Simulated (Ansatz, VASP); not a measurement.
## Two plane-wave programs on Ga

```xyz
2
Lattice="0.0000 2.8389 2.8389 2.8389 0.0000 2.8389 2.8389 2.8389 0.0000" Properties=species:S:1:pos:R:3 pbc="T T T"
Ga    0.7097    0.7097    0.7097
Ga    4.9682    4.9682    4.9682
```

Alike in both runs: functional LDA; k mesh 9 × 9 × 9; occupations fermi-dirac, width 0.1 eV; no spin polarisation.

Ansatz relaxed the structure, and its values are those at the end. VASP's run is a single point on that final structure, the one shown.

|  | VASP | Ansatz |
| --- | --- | --- |
| version | VASP 6.6.1 | Ansatz 0.2.0 |
| potentials or method | VASP PAW LDA potentials, release 64 (Ga_d) | plane waves (420 eV) with PAW, scalar-relativistic |
| plane-wave cutoff (eV) | 520 | 420 |
| valence electrons in the cell | 26 | 26 |

|  | VASP | Ansatz | Ansatz less VASP |
| --- | --- | --- | --- |
| pressure (GPa) | 0.2 | 0.0 | -0.18 |

Ansatz warned: «pseudo_functional_mismatch».
